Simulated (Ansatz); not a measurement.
# Slab bands of honeycomb SnTe, 2 layers, part 2 of 3

Aim: the slab bands of honeycomb SnTe, 2 layers, with their weight on the outer layers.

Ansatz 0.2.0; plane-wave DFT, PBE-D3(BJ), Ansatz PAW (the session's first sound run).

So far. Step 2 (Relaxing the slab): The gap is 0.53 eV.

## 3. Bands and layer weights

This step: plane-wave DFT, PBE, Ansatz PAW (Ansatz 0.2.0).

The bands of the relaxed layer, with projections on the atoms.

input.yaml reads:

```yaml
crystal:
  lattice:
    - [4.18, 0.0, 0.0]
    - [-2.09, 3.6199861878, 0.0]
    - [0.0, 0.0, 24.53]
  atoms:
    - { symbol: Te, position: [0.6666666667, 0.3333333333, 0.3730672876] }
    - { symbol: Sn, position: [0.3333333333, 0.6666666667, 0.4414641533] }
    - { symbol: Te, position: [0.0, 0.0, 0.5583808867] }
    - { symbol: Sn, position: [0.6666666667, 0.3333333333, 0.6270876724] }
kpoints:
  mp_grid: { grid: [12, 12, 1] }
  band_path:
    path: [[0, 0, 0], [0.5, 0, 0], [0.33333333, 0.33333333, 0], [0, 0, 0]]
    npoints: 24
hamiltonian:
  xc: pbe
scf:
  occupations: { method: fermi_dirac, width: 0.05 }
  convergence: { dr2_threshold: 1.0e-09 }
efield:
  axis: 3
  dipole_correction: true
  ramp_position: 0.97
  ramp_width: 0.06
output:
  fatbands: true
  dos: { projected: true, e_range: [-8, 5] }
  write_potential: true
  write_density: true
  volumetric_format: npy
  elf: true
```

Run with:

```bash
ansatz run input.yaml --threads 4 --pin off --max-ram 6144MiB --backend cpu --events-out ev --progress --plain --runs-dir out
```

Numbers of over 12 decimals in the logs are rounded to 6 here.

Log:

```text
[...]
Crystal: 4 atoms, lattice volume = 371.177 Å³
Basis set: ecut = 420 eV, 7131 PW (Γ)
Bands: 36, of which v1, the nominal top of the filled ones, is band 30 counted from 1 (29 counted from 0)
Symmetry: 6 space group operations
[...]
k-points: 19 of 144 (time reversal used)
[...]
SCF iter   1: F=—  HF=-26009.034633 eV  |F-HF|=—  |Δ(HF+E_count)|=         —  Δρ=1.57e-3  dr2=9.11e-2  ethr=1.77e-3  p=0.065 e·Å  D=3.17e-2 V/Å  ΔV_dip=-0.78 eV  dr2_dipole=2.15e-2  V_vac-E_F(+/−)=3.57/4.35 eV  ⟨swp⟩=9.2  Hψ=3310  notcnv=0
[...]
SCF iter  10: F=-26009.021087 eV  HF=-26009.021087 eV  |F-HF|=2.18e-11  |Δ(HF+E_count)|=   5.47e-9  Δρ=2.70e-7  dr2=5.09e-10  ethr=1.67e-12  p=0.090 e·Å  D=4.41e-2 V/Å  ΔV_dip=-1.08 eV  dr2_dipole=5.93e-11  V_vac-E_F(+/−)=3.55/4.63 eV  ⟨swp⟩=9.3  Hψ=2121  notcnv=0
SCF 1 converged in 10 iterations: F = -26009.021087 eV  dr2 = 5.09e-10
[...]
NSCF: frozen V_eff on 73 k-points
efield: sawtooth ramp at fractional position 0.9700 (kept from the solve that this one continues, or follows in the run), width 0.0600; the density the first Hamiltonian is built on has a dipole p = 0.090 e·Å; the dipole correction subtracts the counter field D = 4.41e-2 V/Å, which shifts the + side's vacuum level by -1.08 eV against the − side's; the planar-averaged density in the ramp window peaks in size at 3.8e-6 e/Å³
WARN: The output density's exchange-correlation potential varies sharply where the density is thin. Do not read a vacuum level from v_tot or v_xc, or from such a field of the output density. On a cell that repeats whose density bears no net charge and no dipole along the vacuum's axis use v_es (v_loc + v_h of the components); under efield.dipole_correction with no amplitude use v_es + v_field, which holds any externa [...]
SCF converged after 10 iterations
Free energy (F): -26009.021087 eV
[...]
Internal energy: -26009.020600 eV  (E = F + TS)
E sigma→0 (E₀):  -26009.020844 eV
Entropy (-TS):   -0.000487 eV (-0.122 meV/atom)
Fermi energy:    0.565080 eV
Dipole field:    D = 0.044101 V/Å  (p = 0.090462 e·Å, saw-weighted, corrected)
Work function:   Φ+ = 3.5450 eV   Φ− = 4.6268 eV
[...]
--- Band table (eV; the first three rows and the last of 19) ---
  k-point 0: bands = [... 26 lower, -1.0359, -0.3613, -0.3613, 0.1290, 1.1940, 2.5762, 2.6583, 2.6583, ... 2 higher]
  k-point 1: bands = [... 26 lower, -1.1515, -0.9204, -0.4696, 0.2985, 1.4920, 2.3881, 2.7511, 2.9309, ... 2 higher]
  k-point 2: bands = [... 26 lower, -1.4287, -1.3402, -0.7327, 0.1467, 1.4953, 2.2864, 2.9092, 3.0042, ... 2 higher]
  k-point 18: bands = [... 26 lower, -2.6521, -2.3395, -1.7173, -1.3977, 1.2480, 1.5922, 2.5895, 3.3210, ... 2 higher]
```

The job ended after 29 s (4 threads of Intel Xeon Platinum 8375C at 2.90GHz (Ice Lake), shared host; peak memory 1 GiB; 1.8 min of CPU time).

This step gave:

```yaml
energy_at_zero_smearing: -26009.0208 eV
dipole_along_the_normal: 0.09046 e·Å
gap_along_the_path: 0.4941 eV
smallest_direct_gap_along_the_path: 1.065 eV
step_between_the_vacuum_levels: -1.082 eV
ionisation_energy_upper_face: 3.795 eV
electron_affinity_upper_face: 3.301 eV
ionisation_energy_lower_face: 4.877 eV
gap_the_smaller_of_path_and_mesh: 0.4941 eV
```

The density of states has structure finer than the step of the table below, so its rows give means over 0.25 eV, whole bins alone (the curve runs from -8 to 2.23 eV). Peaks (eV: height): -7.670: 9.39, -7.250: 13.5, -4.290: 12.8, -2.330: 8.70, -1.910: 9.76, 1.510: 7.91, 1.770: 7.88.

Density of states against energy, zero at the Fermi level of the run, which the smearing sets inside the gap; means over each step:

| energy (eV) | density of states (states/eV a cell) |
| --- | --- |
| -7.75 | 2.89 |
| -7.50 | 2.46 |
| -7.25 | 4.33 |
| -7.00 | 3.20 |
| -6.75 | 1.50 |
| -6.50 | 1.21 |
| -6.25 | 1.31 |
| -6.00 | 0 |
| -5.75 | 0 |
| -5.50 | 0 |
| -5.25 | 0 |
| -5.00 | 0 |
| -4.75 | 0 |
| -4.50 | 0.515 |
| -4.25 | 4.52 |
| -4.00 | 1.81 |
| -3.75 | 1.50 |
| -3.50 | 1.51 |
| -3.25 | 5.16 |
| -3.00 | 3.44 |
| -2.75 | 5.29 |
| -2.50 | 2.77 |
| -2.25 | 5.48 |
| -2.00 | 4.47 |
| -1.75 | 2.85 |
| -1.50 | 2.79 |
| -1.25 | 2.37 |
| -1.00 | 1.62 |
| -0.75 | 0.872 |
| -0.50 | 0.786 |
| -0.25 | 0.637 |
| 0.00 | 0 |
| 0.25 | 0.670 |
| 0.50 | 2.78 |
| 0.75 | 2.97 |
| 1.00 | 1.62 |
| 1.25 | 1.00 |
| 1.50 | 4.86 |
| 1.75 | 4.91 |
| 2.00 | 2.60 |

Projected DOS per atom over height of the atomic layer and energy from the Fermi level. Layers: Te Sn Te Sn from below.

Ten even steps from '0' (0.00 states/eV) to '9' (1.53 states/eV), each cell a mean:
```
4739
4638
0024
2249
0000
2100
3200
8511
7353
9397
8484
9473
1152
2283
0031
0000
0000
0000
2301
3800
1559
0037
```
Columns: height of the atomic layer (Å) from 9.15 to 15.4 (not evenly spaced); rows upwards: energy from the Fermi level (eV) from -7.96 to 2.15.

The electronic bands at the labelled points (eV, zero at the Fermi level of the run, which the smearing sets inside the gap):

| point | band 27 | band 28 | band 29 | band 30 | band 31 | band 32 | band 33 | band 34 |
| --- | --- | --- | --- | --- | --- | --- | --- | --- |
| Γ | -1.60 | -0.93 | -0.93 | -0.44 | 0.63 | 2.01 | 2.09 | 2.09 |
| halfway | -2.31 | -1.94 | -1.60 | -0.86 | 0.66 | 1.47 | 2.39 | 2.43 |
| M | -2.82 | -2.80 | -2.10 | -1.51 | 0.33 | 1.19 | 1.78 | 2.24 |
| halfway | -3.28 | -2.90 | -2.37 | -1.53 | 0.54 | 1.58 | 1.88 | 2.40 |
| K | -3.22 | -2.90 | -2.28 | -1.96 | 0.68 | 1.03 | 2.02 | 2.76 |
| halfway | -2.89 | -2.36 | -1.83 | -0.76 | 0.89 | 1.85 | 2.04 | 2.52 |
| Γ | -1.60 | -0.93 | -0.93 | -0.44 | 0.63 | 2.01 | 2.09 | 2.09 |

Electrostatic potential energy in the ca plane at fractional y = 0.333, with atoms of Te and Sn within 0.2 Å of it. With pseudopotentials it is smooth inside the atoms' cores, unlike the true potential.

Ten even steps from '0' (-16 eV) to '9' (5 eV), each cell a mean:
```
99999999999999999863246788899998877532478999
99999999999999998601202788999999875001037899
99999999999999998219970589999999872189505899
99999999999999997149981489999999861299804899
99999999999999998318950589999999872068405899
99999999999999998610103788999999875100047899
99999999999999999874457778889988877644578999
99999999999999999998887766789887677777889999
99999999999999999999987655788876567888899999
99999999999999999999987656788876567888899999
99999999999999999988887777789987777777889999
```
Columns run along c (16.0 Å, from fractional 0.08 to 0.73 of the cell; values clipped at the 3rd and 97th percentile), rows up along a (4.2 Å). Atoms in or near the plane, at fractional coordinates: Te at (0.37, 0.67), Sn at (0.63, 0.67).

Valence density in the ca plane at fractional y = 0.333, with atoms of Te and Sn within 0.2 Å of it. It is the smooth field of the valence electrons, not physical close to the nuclei.

Ten steps, logarithmic in the rise over the least value, from '0' (0 e/Å³) to '9' (15 e/Å³), each cell a mean:
```
00000000000000000122222111000001111222210000
00000000000000001235543210000000112355421000
00000000000000001358974210000000012588742100
00000000000000001369985210000000013699842100
00000000000000001258874210000000012578642100
00000000000000001234543210000000112345421000
00000000000000000112222111000001111222110000
00000000000000000001111111100011221111000000
00000000000000000000011111110112221110000000
00000000000000000000011111110112221110000000
00000000000000000011111111100011111111100000
```
Columns run along c (16.0 Å, from fractional 0.08 to 0.73 of the cell), rows up along a (4.2 Å). Atoms in or near the plane, at fractional coordinates: Te at (0.37, 0.67), Sn at (0.63, 0.67).

ELF in the ca plane at fractional y = 0.333, with atoms of Te and Sn within 0.2 Å of it. It is the smooth field of the valence electrons, not physical close to the nuclei.

Ten even steps from '0' (0.00) to '9' (0.86), each cell a mean:
```
00000000000001257887677543210134555334468864
00000000000012578865456642100012333333457997
00000000000013689751024652000000122200147998
00000000000013689740014552000000122200046999
00000000000013689751125652000001122210247998
00000000000002478875456642100012343333458987
00000000000001246777677543311135665434567753
00000000000000012345554334431257776533333210
00000000000000000001122334532367666531100000
00000000000000000011223334532367776531110000
00000000000000013456665434421256776533444320
```
Columns run along c (16.0 Å, from fractional 0.08 to 0.73 of the cell), rows up along a (4.2 Å). Atoms in or near the plane, at fractional coordinates: Te at (0.37, 0.67), Sn at (0.63, 0.67).

The gap is 0.49 eV, with the valence edge 3.79 eV and the conduction edge 3.30 eV under the upper vacuum level. Spin-orbit coupling is still left out here.

## 4. With spin-orbit coupling

This step: plane-wave DFT, PBE, fully relativistic PAW with spin-orbit coupling (Ansatz 0.2.0).

Heavy atoms split their bands by spin-orbit coupling, so the bands are run again with fully relativistic files.

input.yaml, the sections that differ from step 3:

```yaml
hamiltonian:
  xc: pbe
  pseudopotentials: { kind: paw_fr }
magnetization:
  noncollinear: true
  spin_orbit: true
scf:
  occupations: { method: fermi_dirac, width: 0.05 }
  convergence: { dr2_threshold: 1.0e-08 }
output:
  fatbands: true
  write_potential: true
  write_density: true
  volumetric_format: npy
kpoints:
  mp_grid: { grid: [12, 12, 1] }
  band_path:
    path: [[0, 0, 0], [0.5, 0, 0], [0.33333333, 0.33333333, 0], [0, 0, 0]]
    npoints: 14
# crystal, efield: as in step 3
```

Log:

```text
[...]
non-collinear run that drives no moment, with spin-orbit: no starting moment large enough to seed its density (crystal.atoms[].spin), no starting occupations that ask for one, no magnetisation constraint and no magnetic field, so the semilocal B_xc is pinned to zero
Crystal: 4 atoms, lattice volume = 371.177 Å³
Basis set: ecut = 420 eV, 7131 PW (Γ)
Bands: 72, of which v1, the nominal top of the filled ones, is band 60 counted from 1 (59 counted from 0)
Symmetry: 6 space group operations + 6 with time reversal
[...]
k-points: 19 of 144 (time reversal used)
Projection manifold: j_resolved (fully-relativistic pseudo-atomic orbitals)
[...]
SCF iter   1: F=—  HF=-26018.918588 eV  |F-HF|=—  |Δ(HF+E_count)|=         —  Δρ=1.06e-2  dr2=1.34e0  dr2_m=0.00e0 (ungated)  ethr=2.22e-3  |M|=0.00e0 ∫|m|=0.00e0 μB  |m|>n=0.0e0 m-floor=0.0e0 τ_xc=0.0e0  β_m=0.30  p=0.000 e·Å  D=8.55e-7 V/Å  ΔV_dip=-0.00 eV  dr2_dipole=3.74e-1  V_vac-E_F(+/−)=4.60/4.60 eV  ⟨swp⟩=1.3  Hψ=9021  notcnv=0
[...]
spin=Noncollinear: Resta preconditioning applied to the charge; magnetization (m_x, m_y, m_z) channels mix plain (no charge-response kernel on spin).
SCF iter   2: F=—  HF=-26018.827561 eV  |F-HF|=—  |Δ(HF+E_count)|=   9.10e-2  Δρ=7.75e-3  dr2=9.36e-1  dr2_m=0.00e0 (ungated)  ethr=2.22e-3  |M|=0.00e0 ∫|m|=0.00e0 μB  |m|>n=0.0e0 m-floor=0.0e0 τ_xc=0.0e0  β_m=0.40  p=0.167 e·Å  D=8.14e-2 V/Å  ΔV_dip=-2.00 eV  dr2_dipole=3.67e-1  V_vac-E_F(+/−)=3.44/5.43 eV  ⟨swp⟩=4.5  Hψ=2272  notcnv=0  defer=6
[...]
spin=Noncollinear: LDOS preconditioning applied to the charge; magnetization (m_x, m_y, m_z) channels mix plain (no charge-response kernel on spin).
SCF iter   3: F=—  HF=-26018.744490 eV  |F-HF|=—  |Δ(HF+E_count)|=   8.31e-2  Δρ=4.63e-3  dr2=1.05e-1  dr2_m=0.00e0 (ungated)  ethr=1.56e-3  |M|=0.00e0 ∫|m|=0.00e0 μB  |m|>n=0.0e0 m-floor=0.0e0 τ_xc=0.0e0  β_m=0.71  p=0.104 e·Å  D=5.09e-2 V/Å  ΔV_dip=-1.25 eV  dr2_dipole=1.59e-2  V_vac-E_F(+/−)=3.66/4.91 eV  ⟨swp⟩=2.6  Hψ=1718  notcnv=0  defer=72
[...]
SCF iter  12: F=-26018.742286 eV  HF=-26018.742286 eV  |F-HF|=1.71e-10  |Δ(HF+E_count)|=  7.49e-10  Δρ=1.72e-7  dr2=9.50e-11  dr2_m=0.00e0 (ungated)  ethr=1.67e-11  |M|=0.00e0 ∫|m|=0.00e0 μB  |m|>n=0.0e0 m-floor=0.0e0 τ_xc=0.0e0  p=0.086 e·Å  D=4.21e-2 V/Å  ΔV_dip=-1.03 eV  dr2_dipole=3.81e-12  V_vac-E_F(+/−)=3.53/4.56 eV  ⟨swp⟩=1.0  Hψ=3014  notcnv=0
SCF 1 converged in 12 iterations: F = -26018.742286 eV  dr2 = 9.50e-11
[...]
SCF converged after 12 iterations
Magnetization: |M| = 0.0000 μB,  M = (+0.0000, +0.0000, +0.0000) μB
Absolute magnetization: 0.0000 μB (∫|m|)
  site 0: m = (+0.0000, +0.0000, +0.0000) μB, |m| = 0.0000 μB  (R = 1.21 Å)
  site 1: m = (+0.0000, +0.0000, +0.0000) μB, |m| = 0.0000 μB  (R = 1.21 Å)
  site 2: m = (+0.0000, +0.0000, +0.0000) μB, |m| = 0.0000 μB  (R = 1.21 Å)
  site 3: m = (+0.0000, +0.0000, +0.0000) μB, |m| = 0.0000 μB  (R = 1.21 Å)
Free energy (F): -26018.742286 eV
[...]
Internal energy: -26018.741474 eV  (E = F + TS)
E sigma→0 (E₀):  -26018.741880 eV
Entropy (-TS):   -0.000813 eV (-0.203 meV/atom)
Fermi energy:    0.602591 eV
Dipole field:    D = 0.042050 V/Å  (p = 0.086255 e·Å, saw-weighted, corrected)
Work function:   Φ+ = 3.5292 eV   Φ− = 4.5607 eV
[...]
--- Band table (eV; the first three rows and the last of 19) ---
  k-point 0: bands = [... 56 lower, -0.0812, -0.0812, 0.2293, 0.2293, 1.1735, 1.1735, 2.4597, 2.4597, ... 8 higher]
  k-point 1: bands = [... 56 lower, -0.4917, -0.3467, 0.3156, 0.4023, 1.3632, 1.5979, 2.3173, 2.3372, ... 8 higher]
  k-point 2: bands = [... 56 lower, -0.7952, -0.6882, 0.1255, 0.2382, 1.4052, 1.5629, 2.2343, 2.2632, ... 8 higher]
  k-point 18: bands = [... 56 lower, -1.7669, -1.7282, -1.4567, -1.2918, 1.2214, 1.2709, 1.5347, 1.6253, ... 8 higher]
```

It took 2.1 min on 4 threads; peak memory 2.6 GiB.

Numbers from this step:

| Property | Result |
| --- | --- |
| energy at zero smearing | -26018.7419 eV |
| dipole along the normal | 0.08625 e·Å |
| gap along the path | 0.4019 eV |
| smallest direct gap along the path | 0.8902 eV |
| step between the vacuum levels | -1.031 eV |
| ionisation energy, upper face | 3.726 eV |
| electron affinity, upper face | 3.324 eV |
| ionisation energy, lower face | 4.757 eV |
| gap, the smaller of path and mesh | 0.4019 eV |

The electronic bands at the labelled points (eV, zero at the Fermi level of the run, which the smearing sets inside the gap):

| point | band 57 | band 58 | band 59 | band 60 | band 61 | band 62 | band 63 | band 64 |
| --- | --- | --- | --- | --- | --- | --- | --- | --- |
| Γ | -0.68 | -0.68 | -0.37 | -0.37 | 0.57 | 0.57 | 1.86 | 1.86 |
| halfway | -1.69 | -1.63 | -0.91 | -0.80 | 0.58 | 0.65 | 1.41 | 1.43 |
| M | -2.20 | -2.20 | -1.49 | -1.49 | 0.30 | 0.30 | 1.15 | 1.15 |
| halfway | -2.42 | -2.33 | -1.66 | -1.48 | 0.46 | 0.56 | 1.45 | 1.62 |
| K | -2.37 | -2.33 | -2.06 | -1.89 | 0.62 | 0.67 | 0.93 | 1.02 |
| halfway | -1.90 | -1.76 | -0.88 | -0.73 | 0.77 | 0.93 | 1.76 | 1.81 |
| Γ | -0.68 | -0.68 | -0.37 | -0.37 | 0.57 | 0.57 | 1.86 | 1.86 |

The gap is 0.40 eV, with the valence edge 3.73 eV and the conduction edge 3.32 eV under the upper vacuum level.

## 5. Close to the zone centre

A Rashba splitting shows at small k, so a short path out of the zone centre is sampled finely.

input.yaml: that of step 4 with these lines changed.

```diff
@@ -31,4 +31,2 @@
   mp_grid: { grid: [12, 12, 1] }
-  band_path:
-    path: [[0, 0, 0], [0.5, 0, 0], [0.33333333, 0.33333333, 0], [0, 0, 0]]
-    npoints: 14
+  band_path: { path: [[0, 0, 0], [0.1728, 0, 0]], npoints: 30 }
```

Log:

```text
[...]
Crystal: 4 atoms, lattice volume = 371.177 Å³
Basis set: ecut = 420 eV, 7131 PW (Γ)
Bands: 72, of which v1, the nominal top of the filled ones, is band 60 counted from 1 (59 counted from 0)
Symmetry: 6 space group operations + 6 with time reversal
[...]
k-points: 19 of 144 (time reversal used)
Projection manifold: j_resolved (fully-relativistic pseudo-atomic orbitals)
[...]
SCF iter  12: F=-26018.742286 eV  HF=-26018.742286 eV  |F-HF|=1.71e-10  |Δ(HF+E_count)|=  7.49e-10  Δρ=1.72e-7  dr2=9.50e-11  dr2_m=0.00e0 (ungated)  ethr=1.67e-11  |M|=0.00e0 ∫|m|=0.00e0 μB  |m|>n=0.0e0 m-floor=0.0e0 τ_xc=0.0e0  p=0.086 e·Å  D=4.21e-2 V/Å  ΔV_dip=-1.03 eV  dr2_dipole=3.81e-12  V_vac-E_F(+/−)=3.53/4.56 eV  ⟨swp⟩=1.0  Hψ=3014  notcnv=0
SCF 1 converged in 12 iterations: F = -26018.742286 eV  dr2 = 9.50e-11
[...]
SCF converged after 12 iterations
Magnetization: |M| = 0.0000 μB,  M = (+0.0000, +0.0000, +0.0000) μB
Absolute magnetization: 0.0000 μB (∫|m|)
  site 0: m = (+0.0000, +0.0000, +0.0000) μB, |m| = 0.0000 μB  (R = 1.21 Å)
  site 1: m = (+0.0000, +0.0000, +0.0000) μB, |m| = 0.0000 μB  (R = 1.21 Å)
  site 2: m = (+0.0000, +0.0000, +0.0000) μB, |m| = 0.0000 μB  (R = 1.21 Å)
  site 3: m = (+0.0000, +0.0000, +0.0000) μB, |m| = 0.0000 μB  (R = 1.21 Å)
Free energy (F): -26018.742286 eV
[...]
Internal energy: -26018.741474 eV  (E = F + TS)
E sigma→0 (E₀):  -26018.741880 eV
Entropy (-TS):   -0.000813 eV (-0.203 meV/atom)
Fermi energy:    0.602591 eV
Dipole field:    D = 0.042050 V/Å  (p = 0.086255 e·Å, saw-weighted, corrected)
Work function:   Φ+ = 3.5292 eV   Φ− = 4.5607 eV
[...]
--- Band table (eV; the first three rows and the last of 19) ---
  k-point 0: bands = [... 56 lower, -0.0812, -0.0812, 0.2293, 0.2293, 1.1735, 1.1735, 2.4597, 2.4597, ... 8 higher]
  k-point 1: bands = [... 56 lower, -0.4917, -0.3467, 0.3156, 0.4023, 1.3632, 1.5979, 2.3173, 2.3372, ... 8 higher]
  k-point 2: bands = [... 56 lower, -0.7952, -0.6882, 0.1255, 0.2382, 1.4052, 1.5629, 2.2343, 2.2632, ... 8 higher]
  k-point 18: bands = [... 56 lower, -1.7669, -1.7282, -1.4567, -1.2918, 1.2214, 1.2709, 1.5347, 1.6253, ... 8 higher]
```

Elapsed: 1.8 min, on 4 threads; peak memory 2.7 GiB.

Numbers from this step:

```yaml
gap_along_the_path: 0.7541 eV
smallest_direct_gap_along_the_path: 0.8899 eV
gap_the_smaller_of_path_and_mesh: 0.4201 eV
```

The electronic bands at the labelled points (eV, zero at the Fermi level of the run, which the smearing sets inside the gap):

| point | band 57 | band 58 | band 59 | band 60 | band 61 | band 62 | band 63 | band 64 |
| --- | --- | --- | --- | --- | --- | --- | --- | --- |
| Γ | -0.68 | -0.68 | -0.37 | -0.37 | 0.57 | 0.57 | 1.86 | 1.86 |
| halfway | -1.11 | -0.96 | -0.29 | -0.20 | 0.77 | 1.01 | 1.72 | 1.74 |
| end | -1.42 | -1.32 | -0.51 | -0.39 | 0.79 | 0.95 | 1.61 | 1.63 |

The levels on this short path go into the next step. The band edges sampled here don't span that gap, so no ionisation energy or affinity is read off.

## 6. Spin splitting

This step: plane-wave DFT, PBE, fully relativistic PAW with spin-orbit coupling; spin splitting near the zone centre (Ansatz 0.2.0).

Levels that meet at the zone centre are followed outwards; a split that grows in proportion to k gives the Rashba parameter as ΔE/2k.

This step gave:

| Item | Value |
| --- | --- |
| largest split over 2k that stays linear in k | 1.092 eV Å |

Groups of levels that meet at the zone centre and whose split, tested at two k, grows in proportion to k or stays under 1 meV; groups that fail this test are left out. Spin splitting, by row:

| level at the first point (eV from the Fermi level) | states | split at k = 0.030 1/A (eV) | split over 2k (eV Å) |
| --- | --- | --- | --- |
| -2.443 | 2 | 0.0508 | 0.8469 |
| -1.832 | 2 | 0.06 | 1 |
| -1.335 | 2 | 0.0345 | 0.5751 |
| -1.33 | 2 | 0.0514 | 0.8569 |
| 0.5709 | 2 | 0.0655 | 1.092 |

[end of part 2 of 3]

[Logs are printed without paths, hosts, clocks, repeated set-up lines and the standing remarks that a program may print on its own settings, such as how far it seeks lower states.]

[Hosts, paths, dates, database ids (printed as entryN), source tags and the programs' standing remarks are cut or masked in the printed files.]

[Maps of the electrostatic potential energy from Ansatz leave out the sawtooth potential of an applied field or a dipole correction, so their vacuum need not be flat; planar profiles and work functions include it.]

[The density of states shown here was stored with 400 of the rows of the run's finer table, so its peaks can read low, often by over a quarter, or be missed, and its means over a window can be off by a tenth or more.]
